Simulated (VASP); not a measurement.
# KBr: convergence, energy difference of two geometries

KBr, Fm-3m (no. 225), 2 atoms in the cell. PBE, energy difference of two geometries; PAW potentials Br, K_sv (PBE set). VASP 6.6.1.

Wanted: energy difference within 0.5 meV/atom.

What the run is for: energy difference; Accuracy asked: standard; Second geometry: volume scaled by 1.06.

The series start from Plane-wave cutoff (eV): 340; k-point mesh: 6 × 6 × 6; Precision mode (PREC): Accurate; Electronic threshold (eV): 1e-6; Aspherical gradient terms in the spheres (LASPH): yes; Electronic algorithm: ALGO=Normal. Each series keeps the choices made before it, and each single choice may use up half of a tolerance. Times cover all steps of a run.

## Plane-wave cutoff (eV)

| Plane-wave cutoff (eV) | Energy difference (meV/atom) | Time (s) |
|---|---|---|
| 210 | -5.33 | 5.8 |
| 260 | -4.06 | 9.5 |
| 300 | -4.25 | 9.7 |
| 340 | -4.24 | 11 |
| 390 | -4.21 | 11 |
| 460 | -4.19 | 16 |
| 550 | -4.19 | 15 |
| 690 (reference) | -4.19 | 27 |

Chosen: 260, the loosest value from which every tighter one stays within half of the tolerance.

## k-point mesh

| k-point mesh | Energy difference (meV/atom) | Time (s) |
|---|---|---|
| 2 × 2 × 2 | -10.21 | 6.2 |
| 3 × 3 × 3 | -4.61 | 6.3 |
| 4 × 4 × 4 | -4.07 | 7.2 |
| 5 × 5 × 5 | -4.23 | 7.4 |
| 6 × 6 × 6 | -4.06 | 9.5 |
| 7 × 7 × 7 | -4.22 | 10 |
| 9 × 9 × 9 | -4.17 | 14 |
| 11 × 11 × 11 (reference) | -4.13 | 21 |

Chosen: 4 × 4 × 4.

## Precision mode (PREC)

| Precision mode (PREC) | Energy difference (meV/atom) | Time (s) |
|---|---|---|
| SingleN | -1.84 | 4.0 |
| Normal | -3.95 | 4.4 |
| Single | -3.90 | 5.4 |
| Accurate (reference) | -4.07 | 7.2 |

Chosen: Normal.

## Electronic threshold (eV)

| Electronic threshold (eV) | Energy difference (meV/atom) | Time (s) |
|---|---|---|
| 0.001 | -3.95 | 3.3 |
| 0.0001 | -3.95 | 3.7 |
| 1e-5 | -3.95 | 4.0 |
| 1e-6 | -3.95 | 4.4 |
| 1e-7 | -3.95 | 4.9 |
| 1e-8 (reference) | -3.95 | 5.6 |

Chosen: 0.001.

## Aspherical gradient terms in the spheres (LASPH)

| Aspherical gradient terms in the spheres (LASPH) | Energy difference (meV/atom) | Time (s) |
|---|---|---|
| yes | -3.95 | 3.3 |
| no | -3.95 | 2.1 |

Chosen: yes; no would be accurate enough too and is faster here.

## Electronic algorithm

| Electronic algorithm | Energy difference (meV/atom) | Time (s) |
|---|---|---|
| ALGO=Normal | -3.95 | 3.3 |
| ALGO=Fast | -3.93 | 4.1 |
| ALGO=VeryFast | -3.97 | 4.4 |
| ALGO=All ISEARCH=1 | -3.94 | 5.2 |
| ALGO=All ISEARCH=0 | -3.94 | 5.0 |
| ALGO=Damped TIME=0.4 | -3.98 | 4.4 |
| ALGO=Damped TIME=0.1 | -3.99 | 5.5 |

Chosen: ALGO=Normal; no other choice that stays within half of the tolerance saves 30 % of the time.

## All choices together

| Input | Energy difference (meV/atom) | Time (s) |
|---|---|---|
| the program's defaults (naive) | -3.35 | 2.3 |
| chosen settings | -3.95 | 3.3 |
| reference settings throughout | -4.19 | 93 |

The tolerance is met.

## The input

INCAR:
```
SYSTEM = KBr
  ALGO = Normal
  EDIFF = 0.001
  EFERMI = MIDGAP
  ENCUT = 260
  GGA = PE
  GGA_COMPAT = .False.
  ISIF = 2
  ISMEAR = 0
  LASPH = .True.
  LCHARG = .False.
  LREAL = .False.
  LWAVE = .False.
  NELM = 120
  PREC = Normal
  SIGMA = 0.03
```

KPOINTS:
```
Automatic mesh
0
Gamma
  4 4 4
  0 0 0
```

POSCAR.step1:
```
KBr
1.0
    0.0000000000      3.3000000000      3.3000000000
    3.3000000000      0.0000000000      3.3000000000
    3.3000000000      3.3000000000      0.0000000000
Br K
1 1
Direct
    0.5000000000      0.5000000000      0.5000000000
    0.0000000000      0.0000000000      0.0000000000
```

POSCAR.step2:
```
KBr
1.0
    0.0000000000      3.3647223140      3.3647223140
    3.3647223140      0.0000000000      3.3647223140
    3.3647223140      3.3647223140      0.0000000000
Br K
1 1
Direct
    0.5000000000      0.5000000000      0.5000000000
    0.0000000000      0.0000000000      0.0000000000
```

Commands (each step's output is kept before the next begins):
```
cat potpaw_PBE.64/Br/POTCAR potpaw_PBE.64/K_sv/POTCAR > POTCAR
cp POSCAR.step1 POSCAR
mpirun -np 1 vasp_std > vasp.out
cp POSCAR.step2 POSCAR
mpirun -np 1 vasp_std > vasp.out
```

The chosen input took VASP 6.6.1 3.3 s on 1 core (Intel Xeon 6975P-C (Granite Rapids)), a shared host.

## An input that fails: too few bands

VASP's message: The number of bands is not sufficient to hold all electrons. I am sorry, but this calculation does not make sense. If you want to calculate only selected states, you need to set either EFERMI or EREF. EREF specifies around which energy states are supposed to be calculated. I found NBANDS = 7, NELECT = ….

Changes against the starting input:
```
- NELM = 120
+ NELM = 53
+ NBANDS = 7
```
